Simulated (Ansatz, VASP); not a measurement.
**Two plane-wave programs on InAs**

File run.py:

```python
from ase.calculators.vasp import Vasp
from ase.dft.bandgap import bandgap
from ase.io import read

atoms = read('InAs.xyz')
calc = Vasp(
    directory='calc',
    xc='pbe',
    pp='PBE',
    setups='gw',
    prec='Accurate',
    encut=550,
    ediff=1e-07,
    ismear=0,
    sigma=0.1,
    lreal=False,
    lasph=True,
    nelm=80,
    algo='Normal',
    isif=2,
    lwave=False,
    lcharg=True,
    lelf=True,
    lvhar=True,
    kpts=[8, 8, 8],
    gamma=True,
    nbands=16,
)
atoms.calc = calc

print('energy (eV):', atoms.get_potential_energy())
print('free energy (eV):', atoms.get_potential_energy(force_consistent=True))
print('forces (eV/A):')
print(atoms.get_forces())
print('stress (eV/A^3, Voigt):', atoms.get_stress())
print('Fermi level (eV):', calc.get_fermi_level())
gap, top, bottom = bandgap(calc)
print('band gap (eV):', gap, 'from (spin, k, band)', top, 'to', bottom)
```

Contents of InAs.xyz:

```xyz
2
Lattice="0.0000000000 3.0180000000 3.0180000000 3.0180000000 0.0000000000 3.0180000000 3.0180000000 3.0180000000 0.0000000000" Properties=species:S:1:pos:R:3 pbc="T T T"
In     0.0000000000      0.0000000000      0.0000000000
As     4.5270000000      4.5270000000      4.5270000000
```

File input.yaml:

```yaml
crystal:
  lattice:
    - [0.0, 3.018, 3.018]
    - [3.018, 0.0, 3.018]
    - [3.018, 3.018, 0.0]
  atoms:
    - { symbol: In, position: [0.0, 0.0, 0.0] }
    - { symbol: As, position: [0.75, 0.75, 0.75] }
hamiltonian:
  xc: pbe
  pseudopotentials: { kind: paw }
kpoints:
  mp_grid: { grid: [8, 8, 8] }
scf:
  occupations: { method: gaussian, width: 0.1 }
output:
  forces: true
  stress: true
  eigenvalues: true
```

Alike in both runs: task single point; functional PBE; k mesh 8 × 8 × 8; occupations gaussian, width 0.1 eV; no spin polarisation.

|  | VASP | Ansatz |
| --- | --- | --- |
| version | VASP 6.6.1 | Ansatz 0.2.0 |
| potentials or method | VASP PAW PBE potentials, release 64 (In_d_GW, As_GW) | Ansatz PAW |
| plane-wave cutoff (eV) | 550 | 420 |
| valence electrons in the cell | 18 | 28 |

```csv
,VASP,Ansatz,Ansatz less VASP
gap on the k mesh at the Fermi level (eV),none,none,-
pressure (GPa),4.3,4.3,-0.01
```

A gap of «none» marks a metal or a gap that the smearing closes. The functional is the same, so the differences come from potentials, cutoffs and numerics. The two sets of potentials don't hold the same shells in valence.

Caveats: this crystal is a semiconductor, whose small gap the functional closes, so the metal is an error of the method.
